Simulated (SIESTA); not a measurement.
InPd:

```
In Pd
1.0
     3.27188    0.00000    0.00000
     0.00000    3.27188    0.00000
     0.00000    0.00000    3.27188
In Pd
1 1
Direct
  0.00000 0.00000 0.00000
  0.50000 0.50000 0.50000
```

The cell comes from a database or a generator and needn't be the stable form of this composition.

- Program: SIESTA 5.4.2
- Task: single point
- Functional: PBE
- Potentials or basis: PseudoDojo 0.4 standard (PBE files)
- Basis: DZP (energy shift 0.003 Ry; two zetas on semicore shells)
- Grid cutoff: 800 Ry
- Energy shift: 0.003 Ry
- k mesh: 8 × 8 × 8
- Occupations: fermi-dirac, width 0.05 eV
- Spin: no spin polarisation

On this cell: pressure 4.1 GPa; largest force zero by symmetry; band gap on the k mesh none (metal or under the smearing width).

The same run follows on a disturbed copy (atoms moved at random, drawn with an rms of 0.05 Å):

```
In Pd
1.0
     3.27188    0.00000    0.00000
     0.00000    3.27188    0.00000
     0.00000    0.00000    3.27188
In Pd
1 1
Direct
  0.99323 0.00032 0.00838
  0.48910 0.50688 0.49185
```

Task: What does the disturbed cell give?

Result: The energy (extrapolated to zero smearing) moves by +4.3 meV/atom; pressure 4.3 GPa; largest force 0.285 eV/Å; band gap on the k mesh none (metal or under the smearing width).

Forces on the atoms (eV/Å):
```
In  -0.065  0.103 -0.257
Pd   0.065 -0.103  0.258
```

Stress tensor (GPa, compression positive):
```
 4.34 -0.04  0.08
-0.04  4.32 -0.12
 0.08 -0.12  4.22
```

Caveats: the basis of atomic orbitals isn't converged, which shifts pressures, moduli and gaps.
